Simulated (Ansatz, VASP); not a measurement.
## Two plane-wave programs on Rh

The input POSCAR:

```
Rh
1.0
    0.0000000000      1.9350721950      1.9350721950
    1.9350721950      0.0000000000      1.9350721950
    1.9350721950      1.9350721950      0.0000000000
Rh
1
Direct
    0.0000000000      0.0000000000      0.0000000000
```

INCAR.step1

```
PREC = Accurate
ENCUT = 520
ISMEAR = -1
SIGMA = 0.05
LREAL = F
LASPH = T
NELM = 80
NBANDS = 14
GGA = PE
ALGO = Normal
EDIFF = 1E-4
LWAVE = T
LCHARG = F
```

File INCAR.step2:

```
PREC = Accurate
ENCUT = 520
EDIFF = 1E-6
ISMEAR = -1
SIGMA = 0.05
LREAL = F
LASPH = T
NELM = 80
ALGO = Normal
ISIF = 2
LWAVE = F
LCHARG = T
METAGGA = R2SCAN
LMIXTAU = T
LELF = T
LVHAR = T
NBANDS = 14
ISTART = 1
```

Contents of KPOINTS:

```
Automatic mesh
0
Gamma
  12 12 12
```

The input input.yaml:

```yaml
crystal:
  lattice:
    - [0.0, 1.935072195, 1.935072195]
    - [1.935072195, 0.0, 1.935072195]
    - [1.935072195, 1.935072195, 0.0]
  atoms:
    - { symbol: Rh, position: [0.0, 0.0, 0.0] }
hamiltonian:
  xc: r2scan
  pseudopotentials: { kind: paw }
kpoints:
  mp_grid: { grid: [12, 12, 12] }
scf:
  occupations: { method: fermi_dirac, width: 0.05 }
output:
  forces: true
  stress: true
  eigenvalues: true
  write_density: true
  write_potential: true
  elf: true
  volumetric_format: npy
```

Alike in both runs: task single point; functional r2SCAN; k mesh 12 × 12 × 12; occupations fermi-dirac, width 0.05 eV; no spin polarisation.

|  | VASP | Ansatz |
| --- | --- | --- |
| version | VASP 6.6.1 | Ansatz 0.2.0 |
| potentials or method | VASP PAW PBE potentials, release 64 (Rh_pv) | Ansatz PAW |
| plane-wave cutoff (eV) | 520 | 500 |
| valence electrons in the cell | 15 | 17 |

VASP gave:

* gap on the k mesh at the Fermi level (eV): none
* pressure (GPa): -12.7

**Question.** What did Ansatz give for the same quantities?

**Answer.** gap on the k mesh at the Fermi level (eV): none; pressure (GPa): -13.5.

A gap of «none» marks a metal or a gap that the smearing closes. With one functional, cell and mesh, what is left measures potentials, basis and numerics. The two sets of potentials don't hold the same shells in valence.

Caveats: the PAW data sets were made with another functional, which shifts forces and pressure a little (VASP); the PAW data sets come from PBE, with cores solved anew for the run's functional, which leaves a small shift of forces and pressure (Ansatz).
